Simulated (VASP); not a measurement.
Runs of VASP 6.6.1 on TiO2 (Rutile). Symmetry: P4_2/mnm, No. 136, tetragonal system. Conventional cell: a = 4.592 Å, b = 4.592 Å, c = 2.957 Å, α = 90.00°, β = 90.00°, γ = 90.00°. Ti (site symmetry mmm) has 6 O at 1.95 to 1.98 Å as nearest neighbours. O (site symmetry m2m) has 3 Ti at 1.95 to 1.98 Å as nearest neighbours. 

```tsv
level	potentials or basis	k mesh	grid for exact exchange (PRECFOCK)	screening parameter	gap on the mesh (eV)	pressure (GPa)	largest force (eV/Å)
LDA	VASP PAW LDA potentials, release 64 (Ti_sv, O)	5 × 5 × 8	-	-	1.78	-6.8	-
r2SCAN	VASP PAW PBE potentials, release 64 (Ti_sv, O)	5 × 5 × 8	-	-	(a)	1.5	0.08
PBEsol	VASP PAW PBE potentials, release 64 (Ti_sv, O)	5 × 5 × 8	-	-	(b)	-1.0	0.06
PBE	VASP PAW PBE potentials, release 64 (Ti_sv, O)	5 × 5 × 8	-	-	1.87	6.1	0.13
HSE06	VASP PAW PBE potentials, release 64 (Ti_sv, O)	4 × 4 × 6	Fast	0.2 1/A	3.39	-2.0	0.06
```

Alike in all rows: task single point; no spin polarisation; cell as given; cutoff (eV) 520; smearing fermi-dirac 0.02 eV.

**Question.** Fill in the values left out.

**Answer.** (a) 2.24; (b) 1.84.

Caveats: an odd mesh through Γ misses points on the zone boundary, where band edges often lie (some runs); the PAW data sets were made with another functional, which shifts forces and pressure a little (some runs).

Not every run made on this cell is shown here.
